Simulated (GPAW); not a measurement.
CdO (Monteponite), 2 atoms in the cell. The structure is cubic, space group Fm-3m (No. 225). The conventional cell has a = 4.699 Å, b = 4.699 Å, c = 4.699 Å, α = 90.00°, β = 90.00°, γ = 90.00°. Cd (site symmetry m-3m) is surrounded by 6 O at 2.35 Å. O (site symmetry m-3m) has 6 Cd at 2.35 Å as nearest neighbours. 

* Program: GPAW 26.7.0
* Task: band structure
* Functional: revTPSS
* Potentials or basis: GPAW PAW data sets (gpaw-data 1.2.1)
* Cutoff: 800 eV
* Basis: pw
* k mesh: 8 × 8 × 8
* Occupations: fermi-dirac, width 0.05 eV
* Spin: spin-orbit coupling, no magnetisation
* Eigensolver: davidson
* Maxiter: 150
* Band path: GXWKGLUWLK,UX
* Band points: 100
* spin axis theta (degrees): 90
* spin axis phi (degrees): 0
* Soc after scf: second variation without the xc potential

Potentials or basis: GPAW PAW data sets (gpaw-data 1.2.1), pw.

Run with:

```console
$ OMP_NUM_THREADS=1 python run.py
```

Hardware: 1 thread of Arm Neoverse V1, on a shared host.

How long does it take, and how much memory?

Run time: 3.8 min on 1 thread of Arm Neoverse V1, with other jobs on the host, peak memory 0.43 GiB. Counts: scf iterations 26, plane waves 1363, bands 18, k points 29.
